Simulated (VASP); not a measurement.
**InSb (CsCl): gaps by functional in VASP**

```xyz
2
Lattice="3.7690 0.0000 0.0000 0.0000 3.7690 0.0000 0.0000 0.0000 3.7690" Properties=species:S:1:pos:R:3 pbc="T T T"
In    0.0000    0.0000    0.0000
Sb    1.8845    1.8845    1.8845
```

All runs share this cell. Band v is the last that the valence electrons fill when counted band by band, and c is the next. A negative gap between them is a band overlap, as in a metal.

| level | gap (eV) | least direct gap (eV) | pressure (GPa) |
| --- | --- | --- | --- |
| PBE | -3.47 | 0.00 | 1.2 |
| r²SCAN | -3.62 | 0.00 | 0.4 |
| LDA | -3.42 | 0.00 | -3.1 |
| PBEsol | -3.48 | 0.00 | -1.8 |
| PBE with spin–orbit coupling | -3.52 | 0.00 | – |
